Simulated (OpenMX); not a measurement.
HfB2 under changes of volume

One of the cells (9.905 Å³/atom); the others are scaled copies at fixed shape and fractional positions:

```
Hf B
1.0
     3.14000    0.00000    0.00000
    -1.57000    2.71932    0.00000
     0.00000    0.00000    3.48000
Hf B
1 2
Direct
  0.00000 0.00000 0.00000
  0.66667 0.33333 0.50000
  0.33333 0.66667 0.50000
```

| Item | Value |
| --- | --- |
| Program | OpenMX 3.8.5 |
| Functional | PBE |
| Potentials or basis | OpenMX 2013 PBE set, Hf7.0-s3p2d2, B7.0-s2p2, fixed grid of 32 × 32 × 42 points |
| k mesh | 11 × 11 × 9 |
| Occupations | fermi-dirac, width 0.05 eV |
| Spin | no spin polarisation |

```tsv
volume (Å³/atom)	energy over the lowest point (meV/atom)	largest force (eV/Å)
9.311	40.40	0.009
9.509	19.52	0.009
9.707	?	?
9.905	0.00	0.008
10.103	0.03	0.007
10.301	5.78	0.006
10.499	16.75	0.005
```

What does the run at 9.707 Å³/atom give?

Energy over the lowest point 6.28 meV/atom; largest force 0.008 eV/Å.

Worked out: A Birch-Murnaghan fit of order 3 (a polynomial in V^(-2/3)) to the other rows has its minimum at 10.00 Å³/atom with B0 = V·E''(V) = 246 GPa and B' = 3.8 at fixed shape and positions, which overstates the stiffness. It gives 6.29 meV/atom at 9.707 Å³/atom, against the run's 6.28.

Energies are extrapolated to zero smearing.

Caveats: the basis of atomic orbitals isn't converged, which shifts pressures, moduli and gaps.
